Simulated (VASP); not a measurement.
# Mg (Fm-3m) in VASP: single point with LDA

Aim: the single point of Mg with LDA.

Everything below comes from runs of VASP 6.6.1. Logs are shortened: lines on timing, memory, paths and dates and some standing lists are left out, and cuts for length are marked.

**1. The crystal as given**

Symmetry: Fm-3m, No. 225, cubic system. The conventional cell has a = 4.217 Å, b = 4.217 Å, c = 4.217 Å, α = 90.00°, β = 90.00°, γ = 90.00°. Around Mg (site symmetry m-3m) lie 12 Mg at 2.98 Å.

This isn't the form of Mg at room conditions, which is hcp.

**2. Single point, LDA**

Contents of INCAR:

```
PREC     = Accurate       # precision mode
ENCUT    = 520            # plane-wave cutoff, eV
EDIFF    = 1E-6           # SCF threshold, eV
ISMEAR   = 1              # smearing method
SIGMA    = 0.1            # smearing width, eV
LREAL    = F              # projectors in reciprocal space
LASPH    = T              # aspherical terms in the spheres
NELM     = 100            # most SCF steps
ALGO     = Normal         # electronic algorithm
ISIF     = 2              # what is computed and relaxed
LWAVE    = F              # write WAVECAR
LCHARG   = F              # write CHGCAR
NBANDS   = 7              # bands
```

Contents of KPOINTS:

```
regular mesh
0
Gamma
  7 7 7
```

Contents of POSCAR:

```
Mg
1.0
    0.0000000000      2.1085000000      2.1085000000
    2.1085000000      0.0000000000      2.1085000000
    2.1085000000      2.1085000000      0.0000000000
Mg
1
Direct
    0.0000000000      0.0000000000      0.0000000000
```

Potentials or basis: VASP PAW LDA potentials, release 64 (Mg).

On the command line:

```
$ cat potpaw_LDA.64/Mg/POTCAR > POTCAR
$ mpirun -np 1 vasp_std > vasp.out
```

OUTCAR:

```text
PREC = Accurate
   ENCUT = 520
   EDIFF = 1E-6
   ISMEAR = 1
   LREAL = F
   LASPH = T
   NELM = 100
   ISIF = 2

 ion  position               nearest neighbor table
   1  0.000  0.000  0.000-

  LATTYP: Found a face centered cubic cell.
 ALAT       =     4.2170000000

  Lattice vectors:

 A1 = (   0.0000000000,   2.1085000000,   2.1085000000)
 A2 = (   2.1085000000,   0.0000000000,   2.1085000000)
 A3 = (   2.1085000000,   2.1085000000,   0.0000000000)

Analysis of symmetry for initial positions (statically):
=====================================================================
 Subroutine PRICEL returns:
 Original cell was already a primitive cell.

 Routine SETGRP: Setting up the symmetry group for a
 face centered cubic supercell.

 Subroutine GETGRP returns: Found 48 space group operations
 (whereof 48 operations were pure point group operations)
 out of a pool of 48 trial point group operations.

The static configuration has the point symmetry O_h .

Analysis of symmetry for dynamics (positions and initial velocities):
=====================================================================
 Subroutine PRICEL returns:
 Original cell was already a primitive cell.

 Routine SETGRP: Setting up the symmetry group for a
 face centered cubic supercell.

 Subroutine GETGRP returns: Found 48 space group operations
 (whereof 48 operations were pure point group operations)
 out of a pool of 48 trial point group operations.

The dynamic configuration has the point symmetry O_h .

 Subroutine INISYM returns: Found 48 space group operations
 (whereof 48 operations are pure point group operations),
 and found     1 'primitive' translations

----------------------------------------------------------------------------------------

                                     Primitive cell

  volume of cell :      18.7478

  direct lattice vectors                    reciprocal lattice vectors
     0.000000000  2.108500000  2.108500000    -0.237135404  0.237135404  0.237135404
     2.108500000  0.000000000  2.108500000     0.237135404 -0.237135404  0.237135404
     2.108500000  2.108500000  0.000000000     0.237135404  0.237135404 -0.237135404

  length of vectors
     2.981869296  2.981869296  2.981869296     0.410730569  0.410730569  0.410730569

  position of ions in fractional coordinates (direct lattice)
     0.000000000  0.000000000  0.000000000

  ion indices of the primitive-cell ions
   primitive index   ion index
                 1           1

----------------------------------------------------------------------------------------

 KPOINTS: regular mesh

Automatic generation of k-mesh.
 Grid dimensions read from file:
 generate k-points for:    7    7    7

 Generating k-lattice:

  Cartesian coordinates                     Fractional coordinates (reciprocal lattice)
    -0.033876486  0.033876486  0.033876486     0.142857143  0.000000000  0.000000000
     0.033876486 -0.033876486  0.033876486     0.000000000  0.142857143  0.000000000
     0.033876486  0.033876486 -0.033876486     0.000000000  0.000000000  0.142857143

  Length of vectors
     0.058675796  0.058675796  0.058675796

  Shift w.r.t. Gamma in fractional coordinates (k-lattice)
     0.000000000  0.000000000  0.000000000

 Subroutine IBZKPT returns following result:
 ===========================================

 Found     20 irreducible k-points:

 Following reciprocal coordinates:
            Coordinates               Weight
  0.000000  0.000000  0.000000      1.000000
  0.142857  0.000000  0.000000      8.000000
  0.285714  0.000000  0.000000      8.000000
  0.428571  0.000000  0.000000      8.000000
  0.142857  0.142857  0.000000      6.000000
  0.285714  0.142857  0.000000     24.000000
[... 12 lines left out ...]
 -0.428571  0.428571  0.142857     24.000000
 -0.285714  0.428571  0.142857     24.000000
   k-points           NKPTS =     20   k-points in BZ     NKDIM =     20   number of bands    NBANDS=      7
   number of dos      NEDOS =    301   number of ions     NIONS =      1
   total plane-waves  NPLWV =  13824
   dimension x,y,z NGX =    24 NGY =   24 NGZ =   24
   dimension x,y,z NGXF=    48 NGYF=   48 NGZF=   48
   ions per type =               1
   NGX,Y,Z   is equivalent  to a cutoff of  13.38, 13.38, 13.38 a.u.
   NGXF,Y,Z  is equivalent  to a cutoff of  26.76, 26.76, 26.76 a.u.
 SYSTEM =  unknown system
   PREC   = accura    normal or accurate (medium, high low for compatibility)
   ISTART =      0    job   : 0-new  1-cont  2-samecut
   ICHARG =      2    charge: 1-file 2-atom 10-const
   ISPIN  =      1    spin polarized calculation?
   LNONCOLLINEAR =      F non collinear calculations
   LSORBIT =      F    spin-orbit coupling
   LASPH  =      T    aspherical Exc in radial PAW
   ENCUT  =  520.0 eV  38.22 Ry    6.18 a.u.   5.54  5.54  5.54*2*pi/ulx,y,z
   NELM   =    100;   NELMIN=  2; NELMDL= -5     # of ELM steps
   EDIFF  = 0.1E-05   stopping-criterion for ELM
   LREAL  =      F    real-space projection
   EDIFFG = 0.1E-04   stopping-criterion for IOM
   NSW    =      0    number of steps for IOM
   IBRION =     -1    ionic relax: 0-MD 1-quasi-New 2-CG
   NFREE  =      0    steps in history (QN), initial steepest desc. (CG)
   ISIF   =      2    stress and relaxation
   ISYM   =      2    0-nonsym 1-usesym 2-fastsym
   POTIM  = 0.5000    time-step for ionic-motion
   TEBEG  =    0.0;   TEEND  =   0.0 temperature during run
   PSTRESS=    0.0 pullay stress
   NELECT =       2.0000    total number of electrons
   NUPDOWN=      -1.0000    fix difference up-down
   EMIN   =  10.00;   EMAX   =-10.00  energy-range for DOS
   EFERMI =   0.00;   METHOD = LEGACY
   ISMEAR =     1;   SIGMA  =   0.10  broadening in eV -4-tet -1-fermi 0-gaus
   EFERMI_NEDOS =   21; number of points for ismear=-14 and -15
   IALGO  =     38    algorithm
   IMIX   =      4    mixing-type and parameters
     AMIX     =   0.40;   BMIX     =  1.00
     AMIX_MAG =   1.60;   BMIX_MAG =  1.00
  volume/ion in A,a.u.               =      18.75       126.52
  Fermi-wavevector in a.u.,A,eV,Ry     =   0.776428  1.467236  8.202144  0.602841
  Thomas-Fermi vector in A             =   1.878904
   LORBIT       =      0    0 simple, 1 ext, 2 COOP (PROOUT), +10 PAW based schemes
   GGA     = CA    functional components
   LHFCALC =     F    Hartree Fock is set to
   AEXX    =    0.0000 exact exchange contribution
   IVDW    =     0    specifies the selected vdW correction
   LEPSILON=     F    determine dielectric tensor
   LRPA    =     F    only Hartree local field effects (RPA)
 non-spin polarized calculation
 Methfessel and Paxton  Order N= 1 SIGMA  =   0.10
  energy-cutoff  :      520.00
  volume of cell :       18.75
 maximum number of plane-waves:       531
 NGX is ok and might be reduce to    24
   NGX = 11   NGY = 11   NGZ = 11

 number of electron       2.0000000 magnetization

 Free energy of the ion-electron system (eV)
  ---------------------------------------------------
  ext. energy  EPLUGINS =         0.00000000
  ---------------------------------------------------
  free energy    TOTEN  =        -1.76198998 eV

  energy without entropy =       -1.76206275  energy(sigma->0) =       -1.76201424

 E-fermi :   3.7065     XC(G=0):  -9.3570

 val. band max:        3.6316303696   @ k =  -0.4286   0.4286   0.0000
 cond. band min:       3.7776095269   @ k =   0.4286   0.0000   0.0000
 fundamental gap:      0.1459791573
 Fermi energy:         3.7065109490

 k-point     1 :       0.0000    0.0000    0.0000
  band No.  band energies     occupation
      1      -4.2241      2.00000
      2      17.1932      0.00000
      3      17.1932      0.00000
      4      17.1932      0.00000
      5      19.9895      0.00000
      6      20.1876      0.00000
      7      20.1876      0.00000

 k-point     2 :       0.1429    0.0000    0.0000
  band No.  band energies     occupation
      1      -3.7061      2.00000
      2      12.8839      0.00000
      3      16.6157      0.00000
      4      16.6157      0.00000
      5      19.4887      0.00000
      6      21.4541      0.00000
      7      21.4541      0.00000

 k-point     3 :       0.2857    0.0000    0.0000
  band No.  band energies     occupation
      1      -2.1731      2.00000
      2       7.9718      0.00000
      3      16.0369      0.00000
      4      16.0369      0.00000
      5      18.7689      0.00000
      6      19.3949      0.00000
      7      19.3949      0.00000

 k-point     4 :       0.4286    0.0000    0.0000
  band No.  band energies     occupation
      1       0.3063      2.00000
      2       3.7776      0.07270
      3      15.9374      0.00000
      4      15.9374      0.00000
      5      17.9066      0.00000
      6      17.9066      0.00000
      7      18.6522      0.00000

 k-point     5 :       0.1429    0.1429    0.0000
  band No.  band energies     occupation
      1      -3.5342      2.00000
      2      14.2631      0.00000
      3      14.9628      0.00000
      4      14.9628      0.00000
      5      17.5895      0.00000
      6      19.6788      0.00000
      7      23.5596      0.00000

 k-point     6 :       0.2857    0.1429    0.0000
  band No.  band energies     occupation
      1      -2.3418      2.00000
      2       9.8650      0.00000
      3      14.0431      0.00000
      4      14.4979      0.00000
      5      16.1018      0.00000
      6      19.9193      0.00000
      7      23.0555      0.00000

 k-point     7 :       0.4286    0.1429    0.0000
  band No.  band energies     occupation
      1      -0.1785      2.00000
      2       5.4826     -0.00000
      3      12.9604      0.00000
      4      13.9108      0.00000
      5      15.6815      0.00000
      6      21.1108      0.00000
      7      22.8740      0.00000

 k-point     8 :      -0.4286    0.1429    0.0000
  band No.  band energies     occupation
      1       1.6982      2.00000
      2       3.0416      2.00000
      3      11.8304      0.00000
      4      14.5926      0.00000
      5      16.3566      0.00000
      6      19.8426      0.00000
      7      22.0650      0.00000

 k-point     9 :      -0.2857    0.1429    0.0000
  band No.  band energies     occupation
      1      -1.0023      2.00000
      2       6.8424      0.00000
      3      11.5184      0.00000
      4      16.1215      0.00000
      5      17.9660      0.00000
      6      19.2353      0.00000
      7      21.5418      0.00000

 k-point    10 :      -0.1429    0.1429    0.0000
  band No.  band energies     occupation
      1      -2.8506      2.00000
      2      10.9279      0.00000
      3      12.6149      0.00000
      4      18.5106      0.00000
      5      18.5351      0.00000
      6      20.2212      0.00000
      7      21.2358      0.00000

 k-point    11 :       0.2857    0.2857    0.0000
  band No.  band energies     occupation
      1      -1.5011      2.00000
      2      11.6029      0.00000
      3      11.7192      0.00000
      4      12.8272      0.00000
      5      12.8272      0.00000
      6      16.9407      0.00000
      7      26.3699      0.00000

 k-point    12 :       0.4286    0.2857    0.0000
  band No.  band energies     occupation
      1       0.3129      2.00000
      2       7.8964      0.00000
      3       9.3871      0.00000
      4      12.4257      0.00000
      5      13.4844      0.00000
      6      18.2682      0.00000
      7      25.3855      0.00000

 k-point    13 :      -0.4286    0.2857    0.0000
  band No.  band energies     occupation
      1       2.9376      2.00000
      2       4.2540     -0.00000
      3       7.7938      0.00000
      4      12.8410      0.00000
      5      14.1886      0.00000
      6      22.2384      0.00000
      7      23.9320      0.00000

 k-point    14 :      -0.2857    0.2857    0.0000
  band No.  band energies     occupation
      1       1.1177      2.00000
      2       6.0392      0.00000
      3       7.7083      0.00000
      4      14.0855      0.00000
      5      15.7045      0.00000
      6      22.5169      0.00000
      7      24.0088      0.00000

 k-point    15 :       0.4286    0.4286    0.0000
  band No.  band energies     occupation
      1       1.7518      2.00000
      2       6.3385      0.00000
      3      10.2502      0.00000
      4      11.7510      0.00000
      5      11.7510      0.00000
      6      15.5335      0.00000
      7      29.0608      0.00000

 k-point    16 :      -0.4286    0.4286    0.0000
  band No.  band energies     occupation
      1       3.6316      1.95153
      2       4.7549     -0.00000
      3       7.5349      0.00000
      4      11.8886      0.00000
      5      12.7682      0.00000
      6      17.6678      0.00000
      7      28.4289      0.00000

 k-point    17 :       0.4286    0.2857    0.1429
  band No.  band energies     occupation
      1      -0.8362      2.00000
      2       8.4667      0.00000
      3      10.0743      0.00000
      4      12.9926      0.00000
      5      17.2027      0.00000
      6      19.9093      0.00000
      7      21.4874      0.00000

 k-point    18 :      -0.4286    0.2857    0.1429
  band No.  band energies     occupation
      1       1.5914      2.00000
      2       4.9736     -0.00000
      3       9.3603      0.00000
      4      11.3026      0.00000
      5      18.3716      0.00000
      6      19.5750      0.00000
      7      22.9805      0.00000

 k-point    19 :      -0.4286    0.4286    0.1429
  band No.  band energies     occupation
      1       2.3781      2.00000
      2       6.7625      0.00000
      3       7.2355      0.00000
      4       9.6401      0.00000
      5      16.0478      0.00000
      6      18.8163      0.00000
      7      24.3057      0.00000

 k-point    20 :      -0.2857    0.4286    0.1429
  band No.  band energies     occupation
      1       4.1464     -0.00000
      2       4.8300     -0.00000
      3       6.3100      0.00000
      4       9.5799      0.00000
      5      17.8029      0.00000
      6      22.2188      0.00000
      7      22.3604      0.00000

------------------------ aborting loop because EDIFF is reached ----------------------------------------

  FORCE on cell =-STRESS in cart. coord.  units (eV):
  Direction    XX          YY          ZZ          XY          YZ          ZX
  --------------------------------------------------------------------------------------
  -------------------------------------------------------------------------------------
  Total        0.8875554      0.8875554      0.8875554      0.0000000      0.0000000      0.0000000
  in kB       75.8499392     75.8499392     75.8499392      0.0000000      0.0000000      0.0000000
  external PRESSURE =      75.8499392 kB  Pullay stress =       0.0000000 kB

 VOLUME and BASIS-vectors are now :
 -----------------------------------------------------------------------------
  energy-cutoff  :      520.00
  volume of cell :       18.75
      direct lattice vectors                 reciprocal lattice vectors
     0.000000000  2.108500000  2.108500000    -0.237135404  0.237135404  0.237135404
     2.108500000  0.000000000  2.108500000     0.237135404 -0.237135404  0.237135404
     2.108500000  2.108500000  0.000000000     0.237135404  0.237135404 -0.237135404

 POSITION                                       TOTAL-FORCE (eV/Angst)
 -----------------------------------------------------------------------------------
      0.00000      0.00000      0.00000        -0.000000      0.000000      0.000000
 -----------------------------------------------------------------------------------
    total drift:                               -0.000000      0.000000     -0.000000

  FREE ENERGIE OF THE ION-ELECTRON SYSTEM (eV)
  ---------------------------------------------------
  free  energy   TOTEN  =        -1.7619899849 eV

  energy  without entropy=       -1.7620627520  energy(sigma->0) =       -1.76201424
```

It took 1.7 s on 1 thread of Intel Xeon Platinum 8488C (Sapphire Rapids), shared host; peak memory 0.12 GiB.

Results:

- Free energy: -1.7620 eV
- Pressure: 7.6 GPa
- Band gap on the k mesh: none (metal or under the smearing width)

Caveat: the k mesh is coarse (spacing up to 0.37 Å⁻¹), so the values aren't converged.
